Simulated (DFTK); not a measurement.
The system is NaF (Villiaumite).

```
Na F
1.0
     0.00000    2.32000    2.32000
     2.32000    0.00000    2.32000
     2.32000    2.32000    0.00000
Na F
1 1
Cartesian
  0.0000 0.0000 0.0000
  2.3200 2.3200 2.3200
```

Program: DFTK 0.8.2. Alike in all runs: task band structure; no spin polarisation; cell as given; smearing fermi-dirac 0.05 eV.

Order these runs on this cell by their pressure, lowest first.
A. level r2SCAN; potentials or basis in-house norm-conserving set (r2SCAN, scalar relativistic); k mesh 8 × 8 × 8; cutoff (eV) 1252
B. level TASK; potentials or basis in-house norm-conserving set (r2SCAN, scalar relativistic); k mesh 8 × 8 × 8; cutoff (eV) 1252; SCF solver ScfAndersonSolver
C. level PBE; potentials or basis in-house norm-conserving set (PBE, scalar relativistic); k mesh 10 × 10 × 10; cutoff (eV) 1333

A (-1.7 GPa), C (1.9 GPa), B (11.4 GPa).

Caveats: the program warned that the kinetic-energy density falls under its von Weizsäcker bound, which can give unphysical results (some runs); the potentials were made for another functional, which shifts forces and pressure (some runs).
